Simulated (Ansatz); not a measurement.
**SnO2: an internal coordinate against the cell**

A grid of calculations on SnO₂ (R-3m, No. 166; 3 atoms in the cell), to see where the energy is lowest and how it rises around there.

Program: Ansatz 0.2.0. Level of theory: DFT PBE, scalar-relativistic, plane waves, PAW. These are calculated values, not measurements.

18 further runs of the same task are left out: 18 set aside as unsound or not needed.

### Step 1. The system as given

The structure is trigonal, space group R-3m (No. 166). Conventional cell: a = 3.234 Å, b = 3.234 Å, c = 14.755 Å, α = 90.00°, β = 90.00°, γ = 120.00°. Sn (site symmetry -3m) has 6 O at 2.12 Å as nearest neighbours. O (site symmetry 3m) is surrounded by 3 Sn at 2.12 Å.

Structure file:

```
CELL_PARAMETERS angstrom
1.61677 0.93344 4.91826
-1.61677 0.93344 4.91826
0.00000 -1.86688 4.91826
ATOMIC_POSITIONS crystal
Sn 0.50000 0.50000 0.50000
O 0.23488 0.23488 0.23488
O 0.76512 0.76512 0.76512
```

It goes back to an entry of the Materials Project, which need not be the stable form.

It is the result of an earlier relaxation at this level (volume 14.84 Å³/atom; gap on the mesh: 2.02 eV).

### Step 2. Setting up the map

Atoms count from 1 in the order of the input.

The energy is mapped over a free internal coordinate and the cell.

First coordinate, shift of O2 along [0 0 1], its symmetry partners moved as symmetry demands (measured in the relaxed cell): 7 values from −0.255 Å. Second coordinate, volume per atom at fixed shape: 7 values from 13.657 to 16.032 Å³.

Nothing else is relaxed (all other coordinates fixed). Energies count from the relaxed crystal. Points are written as (first, second).

### Step 3. The run at (−0.255 Å, 15.637 Å³)

Contents of input.yaml:

```yaml
crystal:
  lattice:
    - [1.6450283737, 0.9497575744, 5.0042302243]
    - [-1.6450283737, 0.9497575744, 5.0042302243]
    - [0.0, -1.8995151487, 5.0042302243]
  atoms:
    - { symbol: Sn, position: [0.5, 0.5, 0.5] }
    - { symbol: O, position: [0.2176001231, 0.2176001231, 0.2176001231] }
    - { symbol: O, position: [0.7823998769, 0.7823998769, 0.7823998769] }
basis:
  ecutwfc: 520.0
kpoints:
  mp_grid: { grid: [12, 12, 12] }
hamiltonian:
  xc: pbe
  pseudopotentials: { kind: paw, azcp: { folder: soft_1 } }
scf:
  occupations: { method: gaussian, width: 0.05 }
output:
  forces: true
  stress: true
  eigenvalues: true
```

On the command line:

```bash
$ ansatz run input.yaml --threads 1 --pin off --max-ram 2048MiB --backend cpu --events-out ev --progress --plain --runs-dir out
```

Further runs follow: the other points that were computed.

Q: Predict the outcome of this session. Wanted: lowest point; highest computed point; band gap on the k-mesh.

As calculated:

| quantity | value |
| --- | --- |
| lowest point | (0.000 Å, 14.845 Å³), 0 meV/atom |
| highest computed point | (−0.255 Å, 13.657 Å³), 577 meV/atom above the lowest |
| band gap on the k-mesh (eV) | 1.10 at (0.255 Å, 16.032 Å³) to 3.01 at (−0.255 Å, 13.657 Å³); 2.02 at the lowest point |
| time for all points | 19 min on 1 thread, shared host |

In words: The lowest computed point is at (0.000 Å, 14.845 Å³), which is the relaxed crystal itself. No other kind of well shows on this grid. The highest computed point, (−0.255 Å, 13.657 Å³), lies 577 meV/atom above the lowest. Round the minimum the valley is strongly tilted: raising the first coordinate shifts the best value of volume per atom at fixed shape downwards (coupling k₁₂/√(k₁₁k₂₂) about 0.7).

These are semilocal Kohn-Sham gaps, which aren't the measured quantity. Such gaps usually fall short of the measured ones.
